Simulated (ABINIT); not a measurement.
# CoO (Fm-3m) in ABINIT: reference runs

Aim: a first look at CoO with PBE, on the cell as given.

Program: ABINIT 10.8.3 (patched build). These are calculated values, not measurements. Logs are shortened: lines on timing, memory, paths and dates and some standing lists are left out, and cuts for length are marked. The log counts tension as positive stress, the text compression.

### Step 1. The structure

The structure is cubic, space group Fm-3m (No. 225). Conventional cell: a = 4.263 Å, b = 4.263 Å, c = 4.263 Å, α = 90.00°, β = 90.00°, γ = 90.00°. Co (site symmetry m-3m) has 6 O at 2.13 Å as nearest neighbours. O (site symmetry m-3m) is surrounded by 6 Co at 2.13 Å.

### Step 2. Single point, PBE, collinear spin, ferromagnetic start

Contents of run.abi:

```
# Pseudopotentials
pp_dirpath "./"
pseudos "Co.GGA_PBE-JTH.xml, O.GGA_PBE-JTH.xml"

# Structure
acell 3*1.0
rprim
     0.0000000000     4.0279512346     4.0279512346
     4.0279512346     0.0000000000     4.0279512346
     4.0279512346     4.0279512346     0.0000000000
ntypat 2
znucl 27 8
natom 2
typat 1 2
xcart
     0.0000000000     0.0000000000     0.0000000000
     4.0279512346     4.0279512346     4.0279512346

# Plane-wave basis
ecut 26.0
pawecutdg 48.0

# k points
kptopt 1
ngkpt 11 11 11
nshiftk 1
shiftk 0.0 0.0 0.0

# Exchange and correlation
ixc 11

# Bands and occupations
nband 16
occopt 3
tsmear 0.00183747

# Spin
nsppol 2
spinat
     0.0000000000     0.0000000000     2.0000000000
     0.0000000000     0.0000000000     0.0000000000

# SCF cycle
nstep 100
tolvrs 1.0e-9

# Output
iomode 3
prtwf 0
prtden 0
prteig 0
prtebands 0
```

Potentials or basis: JTH PAW PBE v2.0.

Launch:

```bash
$ abinit run.abi > log 2>&1
```

run.abo:

```text
.Version 10.8.3 of ABINIT
 Symmetries : space group Fm -3 m (#225); Bravais cF (face-center cubic)
================================================================================
 Values of the parameters that define the memory need of the present run
     intxc =       0    ionmov =       0      iscf =      17    lmnmax =      18
     lnmax =       6     mgfft =      30  mpssoang =       3    mqgrid =    3001
     natom =       2  nloc_mem =       2    nspden =       2   nspinor =       1
    nsppol =       2      nsym =      48    n1xccc =       1    ntypat =       2
    occopt =       3   xclevel =       2
       mpw =         854          nfft =       27000          nkpt =          56
 PAW method is used; the additional fine FFT grid is defined by:
   mgfftf=        36    nfftf =     46656
================================================================================
================================================================================

--------------------------------------------------------------------------------
------------- Echo of variables that govern the present computation ------------
--------------------------------------------------------------------------------
 -outvars: echo values of preprocessed input variables --------
            acell      1.0000000000E+00  1.0000000000E+00  1.0000000000E+00 Bohr
              amu      5.89332000E+01  1.59994000E+01
             ecut      2.60000000E+01 Hartree
                       outvar_i_n : Printing only first  50 k-points.
              ixc          11
                       outvar_i_n : Printing only first  50 k-points.
         kptrlatt       11    0    0      0   11    0      0    0   11
          kptrlen      6.26602159E+01
            natom           2
            nband          16
            ngfft          30      30      30
          ngfftdg          36      36      36
             nkpt          56
           nspden           2
           nsppol           2
            nstep         100
             nsym          48
           ntypat           2
                       prtocc : prtvol=0, do not print more k-points.
                       1.000000  1.000000  1.000000  1.000000  1.000000  1.000000
                       1.000000  1.000000  1.000000  1.000000  1.000000  1.000000
                       0.000000  0.000000  0.000000  0.000000
                       1.000000  1.000000  1.000000  1.000000  1.000000  1.000000
                       1.000000  1.000000  1.000000  1.000000  1.000000  1.000000
                       0.000000  0.000000  0.000000  0.000000
                       1.000000  1.000000  1.000000  1.000000  1.000000  1.000000
                       1.000000  1.000000  1.000000  1.000000  1.000000  1.000000
                       0.000000  0.000000  0.000000  0.000000
                       1.000000  1.000000  1.000000  1.000000  1.000000  1.000000
                       1.000000  1.000000  1.000000  1.000000  1.000000  1.000000
                       0.000000  0.000000  0.000000  0.000000
                       1.000000  1.000000  1.000000  1.000000  1.000000  1.000000
                       1.000000  1.000000  1.000000  1.000000  1.000000  1.000000
[... 332 lines left out ...]
 Fermi (or HOMO) energy (hartree) =   0.38057   Average Vxc (hartree)=  -0.44161
 Magnetization (Bohr magneton)=  2.92419637E+00
 Total spin up =  1.29620982E+01   Total spin down =  1.00379018E+01
 Eigenvalues (hartree) for nkpt=  56  k points, SPIN UP:
 kpt#   1, nband= 16, wtk=  0.00075, kpt=  0.0000  0.0000  0.0000 (reduced coord)
  -3.18080   -1.83030   -1.83030   -1.83030   -0.36316    0.25981    0.25981    0.26418
   0.26418    0.26418    0.26713    0.26713    0.26713    0.41337    0.99534    1.04097
      occupation numbers for kpt#   1
   1.00000    1.00000    1.00000    1.00000    1.00000    1.00000    1.00000    1.00000
   1.00000    1.00000    1.00000    1.00000    1.00000    0.00000    0.00000    0.00000
 prteigrs : prtvol=0 or 1, do not print more k-points.

 Eigenvalues (hartree) for nkpt=  56  k points, SPIN DOWN:
 kpt#   1, nband= 16, wtk=  0.00075, kpt=  0.0000  0.0000  0.0000 (reduced coord)
  -3.06810   -1.72035   -1.72035   -1.72035   -0.34487    0.28444    0.28444    0.28444
   0.34009    0.34009    0.34009    0.38352    0.38352    0.43318    0.99130    1.06008
      occupation numbers for kpt#   1
   1.00000    1.00000    1.00000    1.00000    1.00000    1.00000    1.00000    1.00000
   1.00000    1.00000    1.00000    0.16695    0.16695    0.00000    0.00000    0.00000
 prteigrs : prtvol=0 or 1, do not print more k-points.

--- !EnergyTerms
iteration_state     : {dtset: 1, }
comment             : Components of total free energy in Hartree
kinetic             :  1.92072282973871E+01
hartree             :  4.24289098377529E+01
xc                  : -6.00244275836368E+00
Ewald energy        : -1.06281430860341E+02
psp_core            :  3.46884786968868E+00
local_psp           : -1.42279329404578E+02
PAW spherical_terms :  2.69414619007436E+01
internal            : -1.62516755117711E+02
'-kT*entropy'       : -1.24655992753617E-03
total_energy        : -1.62518001677638E+02
total_energy_eV     : -4.42234011557520E+03
...

--- !EnergyTermsDC
iteration_state     : {dtset: 1, }
comment             : '"Double-counting" decomposition of free energy'
band_energy         : -1.42084783224641E+01
Ewald energy        : -1.06281430860341E+02
psp_core            :  3.46884786968868E+00
xc_dc               : -4.06251925885210E+01
PAW spherical_terms : -4.87049984874880E+00
internal            : -1.62516753750387E+02
'-kT*entropy'       : -1.24655992753617E-03
total_energy_dc     : -1.62518000310314E+02
total_energy_dc_eV  : -4.42234007836842E+03
...

--- !EnergyTermsWithPAWCore
iteration_state     : {dtset: 1, }
comment             : 'Components of total free energy, including PAW core contributions'
Total energy        : -1.46867139925170E+03
Total energy DC     : -1.46867139788438E+03
Total energy (eV)   : -3.99645847134634E+04
Total energy DC (eV): -3.99645846762566E+04
...

 Cartesian components of stress tensor (hartree/bohr^3)
  sigma(1 1)=  7.73953694E-05  sigma(3 2)=  0.00000000E+00
  sigma(2 2)=  7.73953694E-05  sigma(3 1)=  0.00000000E+00
  sigma(3 3)=  7.73953694E-05  sigma(2 1)=  0.00000000E+00

-Cartesian components of stress tensor (GPa)         [Pressure= -2.2771E+00 GPa]
- sigma(1 1)=  2.27705038E+00  sigma(3 2)=  0.00000000E+00
- sigma(2 2)=  2.27705038E+00  sigma(3 1)=  0.00000000E+00
- sigma(3 3)=  2.27705038E+00  sigma(2 1)=  0.00000000E+00

== END DATASET(S) ==============================================================
================================================================================

 -outvars: echo values of variables after computation  --------
            acell      1.0000000000E+00  1.0000000000E+00  1.0000000000E+00 Bohr
           etotal     -1.6251800031E+02
            fcart     -0.0000000000E+00 -0.0000000000E+00 -0.0000000000E+00
                      -0.0000000000E+00 -0.0000000000E+00 -0.0000000000E+00
            rprim      0.0000000000E+00  4.0279512346E+00  4.0279512346E+00
                       4.0279512346E+00  0.0000000000E+00  4.0279512346E+00
                       4.0279512346E+00  4.0279512346E+00  0.0000000000E+00
           strten      7.7395369404E-05  7.7395369404E-05  7.7395369404E-05
                       0.0000000000E+00  0.0000000000E+00  0.0000000000E+00
           xangst      0.0000000000E+00  0.0000000000E+00  0.0000000000E+00
                       2.1314999985E+00  2.1314999985E+00  2.1314999985E+00
             xred      0.0000000000E+00  0.0000000000E+00  0.0000000000E+00
                       5.0000000000E-01  5.0000000000E-01  5.0000000000E-01
 Calculation completed.
```

It took 1.9 min on 1 thread of Arm Neoverse V1, shared host; peak memory 0.15 GiB.

What came out:

| Property | Result |
| --- | --- |
| Free energy | -4422.3401 eV |
| Pressure | -2.3 GPa |
| Band gap on the k mesh | none (metal or under the smearing width) |
| Net moment | 2.92 μB per cell |
| Site moments | Co +2.57; O +0.28 μB |
| Valence electrons inside the program's atomic spheres | Co 15.26; O 4.51 |

Caveat: a cell with one magnetic atom can't hold antiferromagnetic order, which such compounds often take; semilocal functionals often make such compounds metallic where correlation or magnetic order opens a gap, which also shifts bond lengths.

### Step 3. Equation of state, PBE, collinear spin, ferromagnetic start

Contents of run.abi:

```
ndtset 7
getwfk -1
scalecart1 3*0.9795861087
scalecart2 3*0.9864848297
scalecart3 3*0.9932883884
scalecart4 3*1.0000000000
scalecart5 3*1.0066227096
scalecart6 3*1.0131594038
scalecart7 3*1.0196128224

pp_dirpath "./"
pseudos "Co.GGA_PBE-JTH.xml, O.GGA_PBE-JTH.xml"

acell 5.6963832646 5.6963832646 5.6963832646
rprim
     0.0000000000     0.7071067812     0.7071067812
     0.7071067812     0.0000000000     0.7071067812
     0.7071067812     0.7071067812     0.0000000000
ntypat 2
znucl 27 8
natom 2
typat 1 2
xred
     0.0000000000     0.0000000000     0.0000000000
     0.5000000000     0.5000000000     0.5000000000

ecut 26.0
pawecutdg 48.0

kptopt 1
ngkpt 11 11 11
nshiftk 1
shiftk 0.0 0.0 0.0

ixc 11

nband 16
occopt 3
tsmear 0.00183747

nsppol 2
spinat
     0.0000000000     0.0000000000     2.0000000000
     0.0000000000     0.0000000000     0.0000000000

nstep 100
tolvrs 1.0e-9

iomode 3
prtwf 1
prtden 0
prteig 0
prtebands 0
enunit 1
```

Potentials or basis: JTH PAW PBE v2.0.

Launch:

```bash
$ abinit run.abi > log 2>&1
```

run.abo:

```text
.Version 10.8.3 of ABINIT
 DATASET    1 : space group Fm -3 m (#225); Bravais cF (face-center cubic)
================================================================================
 Values of the parameters that define the memory need for DATASET  1.
     intxc =       0    ionmov =       0      iscf =      17    lmnmax =      18
     lnmax =       6     mgfft =      27  mpssoang =       3    mqgrid =    3001
     natom =       2  nloc_mem =       2    nspden =       2   nspinor =       1
    nsppol =       2      nsym =      48    n1xccc =       1    ntypat =       2
    occopt =       3   xclevel =       2
       mpw =         791          nfft =       19683          nkpt =          56
 PAW method is used; the additional fine FFT grid is defined by:
   mgfftf=        36    nfftf =     46656
================================================================================
================================================================================
[... 71 lines left out ...]
 DATASET    7 : space group Fm -3 m (#225); Bravais cF (face-center cubic)
================================================================================
 Values of the parameters that define the memory need for DATASET  7.
     intxc =       0    ionmov =       0      iscf =      17    lmnmax =      18
     lnmax =       6     mgfft =      30  mpssoang =       3    mqgrid =    3001
     natom =       2  nloc_mem =       2    nspden =       2   nspinor =       1
    nsppol =       2      nsym =      48    n1xccc =       1    ntypat =       2
    occopt =       3   xclevel =       2
       mpw =         899          nfft =       27000          nkpt =          56
 PAW method is used; the additional fine FFT grid is defined by:
[... 1718 lines left out ...]
            acell      5.6963832646E+00  5.6963832646E+00  5.6963832646E+00 Bohr
           etotal1    -1.6251704485E+02
           etotal2    -1.6251769994E+02
           etotal3    -1.6251800771E+02
           etotal4    -1.6251800031E+02
           etotal5    -1.6251770072E+02
           etotal6    -1.6251713000E+02
           etotal7    -1.6251628796E+02
            fcart1    -0.0000000000E+00 -0.0000000000E+00 -0.0000000000E+00
                      -0.0000000000E+00 -0.0000000000E+00 -0.0000000000E+00
            fcart2    -0.0000000000E+00 -0.0000000000E+00 -0.0000000000E+00
                      -0.0000000000E+00 -0.0000000000E+00 -0.0000000000E+00
            fcart3    -0.0000000000E+00 -0.0000000000E+00 -0.0000000000E+00
                      -0.0000000000E+00 -0.0000000000E+00 -0.0000000000E+00
            fcart4    -0.0000000000E+00 -0.0000000000E+00 -0.0000000000E+00
                      -0.0000000000E+00 -0.0000000000E+00 -0.0000000000E+00
            fcart5    -0.0000000000E+00 -0.0000000000E+00 -0.0000000000E+00
                      -0.0000000000E+00 -0.0000000000E+00 -0.0000000000E+00
[... 38 lines left out ...]
                       0.0000000000E+00  0.0000000000E+00  0.0000000000E+00
           xangst1     0.0000000000E+00  0.0000000000E+00  0.0000000000E+00
                       2.0879877893E+00  2.0879877893E+00  2.0879877893E+00
           xangst2     0.0000000000E+00  0.0000000000E+00  0.0000000000E+00
                       2.1026924131E+00  2.1026924131E+00  2.1026924131E+00
           xangst3     0.0000000000E+00  0.0000000000E+00  0.0000000000E+00
                       2.1171941985E+00  2.1171941985E+00  2.1171941985E+00
           xangst4     0.0000000000E+00  0.0000000000E+00  0.0000000000E+00
                       2.1314999986E+00  2.1314999986E+00  2.1314999986E+00
           xangst5     0.0000000000E+00  0.0000000000E+00  0.0000000000E+00
                       2.1456163041E+00  2.1456163041E+00  2.1456163041E+00
           xangst6     0.0000000000E+00  0.0000000000E+00  0.0000000000E+00
                       2.1595492678E+00  2.1595492678E+00  2.1595492678E+00
           xangst7     0.0000000000E+00  0.0000000000E+00  0.0000000000E+00
                       2.1733047295E+00  2.1733047295E+00  2.1733047295E+00
             xred      0.0000000000E+00  0.0000000000E+00  0.0000000000E+00
                       5.0000000000E-01  5.0000000000E-01  5.0000000000E-01
 Calculation completed.
```

Wall time 4 min (1 thread of AMD EPYC 9R45 (Zen 5), shared host); peak memory 0.19 GiB.

What came out:

```yaml
Equilibrium_volume: "9.58 Å³/atom (rough: see the caveat)"
Bulk_modulus: 171 GPa (rough)
```

Energy against volume, from the lowest point:
```tsv
volume (Å³/atom)	energy (meV/atom)
9.103	13.10
9.297	4.19
9.490	0.00
9.684	0.10
9.878	4.18
10.071	11.94
10.265	23.40
```

Caveat: pressures at fixed basis lie under the slope of the energies; the fit is doubtful: noisy points or a state that changes with volume.
